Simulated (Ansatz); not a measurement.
## InAs under strain — ⁷⁵As nuclear quadrupole resonance

Cell: a COD entry, relaxed with PBE at fixed cell and then changed (z compressed by 2 %, ions relaxed).

```yaml
crystal:
  lattice:
    - [0.00000, 3.02900, 2.96842]
    - [3.02900, 0.00000, 2.96842]
    - [3.02900, 3.02900, 0.00000]
  atoms:
    - { symbol: In, position: [0.00000, 0.00000, 0.00000] }
    - { symbol: As, position: [0.25000, 0.25000, 0.25000] }
```

Atoms are numbered from 1 in the order listed; like atoms form one site, named after its first atom.

All values are calculated (Ansatz; DFT, PBE, plane waves and PAW, scalar-relativistic, 420 eV cutoff, Γ-centred 13×13×13 k-points, Fermi–Dirac smearing 0.05 eV), not measured.

⁷⁵As: I = 3/2, Q = 311.0 mb (year-2017 value). Static lattice, zero field.

Task: Predict the zero-field ⁷⁵As lines of each site.

Result: For I = 3/2 there is one line, ν = (|C_Q|/2)(1 + η²/3)^½.

```json
{"site": "As", "atoms": "2", "V_zz (10²¹ V/m²)": "-0.48", "C_Q (MHz)": "-3.64", "η": "0.00", "line frequencies (MHz)": "1.82"}
```

An axis of threefold or higher order runs through As, so V_zz lies along it and η is zero.

With no gap above 0.1 eV, as in a metal, the gradients converge slowly in k; expect changes of a tenth or more on a denser mesh. Without spin–orbit coupling (the program notes it for In) the gradients can shift somewhat, as the gap is small. Semilocal functionals make gaps too small and can close them, so the real compound need not be a metal.
